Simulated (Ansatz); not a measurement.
Runs of Ansatz 0.2.0 on SnO2. It takes space group R-3m (No. 166, trigonal). The conventional cell has a = 3.234 Å, b = 3.234 Å, c = 14.402 Å, α = 90.00°, β = 90.00°, γ = 120.00°. Around Sn (site symmetry -3m) lie 6 O at 2.13 Å. O (site symmetry 3m) is surrounded by 3 Sn at 2.13 Å. Measurements of this composition are mostly on another form, of space group No. 136.

| level | cutoff (eV) | gap on the mesh (eV) | pressure (GPa) | largest force (eV/Å) |
| --- | --- | --- | --- | --- |
| r2SCAN0 | 500 | 4.52 | -12.6 | 1.18 |
| B3LYP | 420 | (a) | -4.0 | 0.65 |
| HF | 420 | 11.83 | -16.6 | 2.07 |
| PBE0 | 420 | 4.17 | (d) | (c) |
| r2SCAN50 | 500 | 6.74 | (b) | 1.69 |

Alike in all rows: task band structure; potentials or basis Ansatz PAW; no spin polarisation; cell as given; k mesh 5 × 5 × 5; smearing fermi-dirac 0.05 eV; the mesh is coarse, so values aren't converged.

Task: Fill in the values left out.

Result: (a) 3.67; (b) -17.5; (c) 0.90; (d) -8.8.

Caveats: all runs use coarse meshes; spin-orbit coupling is left out, which moves the levels of the heavy elements; the PAW data sets come from PBE, with cores solved anew for the run's functional, which leaves a small shift of forces and pressure; the thresholds are loose for stress; forces of over 1 eV/Å show positions far from the minimum, so gaps and moduli don't describe the material at rest (some runs); so large a pressure means that the cell lies far from this level's equilibrium, or that cutoff or potentials fall short (some runs).

A k mesh can miss the band edges, and the runs leave out spin-orbit coupling on Sn.
